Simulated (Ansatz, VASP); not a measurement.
## Sc in VASP and in Ansatz

File INCAR:

```
PREC = Accurate
ENCUT = 520
EDIFF = 1E-7
ISMEAR = -1
SIGMA = 0.05
LREAL = F
LASPH = T
NELM = 60
ALGO = Normal
ISIF = 2
LWAVE = F
LCHARG = F
GGA = PE
NBANDS = 30
```

File KPOINTS:

```
regular mesh
0
Gamma
  5 5 8
```

The input POSCAR:

```
Sc
1.0
    5.4226760000      0.0000000000      0.0000000000
    0.0000000000      5.4226760000      0.0000000000
    0.0000000000      0.0000000000      3.4352060000
Sc
4
Direct
    0.0000000000      0.5000000000      0.4673360000
    0.5000000000      0.0000000000      0.5326640000
    0.0000000000      0.0000000000      0.0000000000
    0.5000000000      0.5000000000      0.0000000000
```

File input.yaml:

```yaml
crystal:
  lattice:
    - [5.422676, 0.0, 0.0]
    - [0.0, 5.422676, 0.0]
    - [0.0, 0.0, 3.435206]
  atoms:
    - { symbol: Sc, position: [0.0, 0.5, 0.467336] }
    - { symbol: Sc, position: [0.5, 0.0, 0.532664] }
    - { symbol: Sc, position: [0.0, 0.0, 0.0] }
    - { symbol: Sc, position: [0.5, 0.5, 0.0] }
hamiltonian:
  xc: pbe
  pseudopotentials: { kind: paw }
kpoints:
  mp_grid: { grid: [5, 5, 8] }
scf:
  occupations: { method: fermi_dirac, width: 0.05 }
output:
  forces: true
  stress: true
  eigenvalues: true
  write_density: true
  write_potential: true
  elf: true
  volumetric_format: npy
```

This isn't the form of Sc at room conditions, which is hcp.

Alike in both runs: task single point; functional PBE; k mesh 5 × 5 × 8; occupations fermi-dirac, width 0.05 eV; no spin polarisation.

|  | VASP | Ansatz |
| --- | --- | --- |
| version | VASP 6.6.1 | Ansatz 0.2.0 |
| potentials or method | VASP PAW PBE potentials, release 64 (Sc_sv) | Ansatz PAW |
| plane-wave cutoff (eV) | 520 | 420 |
| valence electrons in the cell | 44 | 44 |

|  | VASP | Ansatz | Ansatz less VASP |
| --- | --- | --- | --- |
| gap on the k mesh at the Fermi level (eV) | none | none | - |
| pressure (GPa) | -0.9 | -0.9 | -0.03 |
| largest component of the traceless stress (GPa) | 0.46 | 0.46 | +0.004 |
| rms of the force components (eV/Å) | 0.087 | 0.087 | -0.0003 |

Atom by atom the forces differ by 0.000 eV/Å (rms over components). A gap of «none» marks a metal or a gap that the smearing closes. The functional is the same, so the differences come from potentials, cutoffs and numerics.
